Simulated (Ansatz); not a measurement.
## Compressing Be: a fit and a missing row

Be, Im-3m, a = 2.500 Å. This isn't the element's structure at ambient conditions. Ansatz: PBE, PAW, 420 eV, Γ-centred 24×24×24 mesh on 1 atom, Gaussian smearing 0.10 eV; no spin polarisation. Symmetry fixes shape and atoms, so the cell is only scaled; pressure is positive in compression.

```tsv
V (Å³/atom)	P (GPa)
6.879	?
7.113	13.70
7.348	8.52
7.582	3.98
7.817	0.01
8.051	-3.49
8.286	-6.55
8.598	-9.98
```

**Question.** Take V0 = 7.817 Å³/atom, count pressures from its P0 = 0.01 GPa, fit the third-order Birch–Murnaghan form to the other rows, and predict the missing pressure.

**Answer.** With the Eulerian strain f = ½[(V0/V)^(2/3) − 1] and y = (P − P0)/[3f(1 + 2f)^(5/2)], the form is the line y = B0 + 1.5 B0 (B0′ − 4) f. Rows (f, y): 0.03247, 120.1; 0.02106, 121.5; 0.01028, 122.3; -0.00974, 125.8; -0.01905, 126.5; -0.03076, 126.9. Means f = 0.0007100, y = 123.85; Σ(Δf)² = 0.003004, ΣΔfΔy = -0.3505; the slope is their ratio. y = 123.9 − 116.7 f GPa, so B0 = 123.9 GPa and B0′ = 4 + 2 × (-116.7)/(3 × 123.9) = 3.37. At V = 6.879, f = 0.04448, y = 118.71 and P = 19.61 GPa. The run gave 19.63 GPa, so the fit is 0.02 GPa too low, within the rms miss on the fitted rows (0.02 GPa).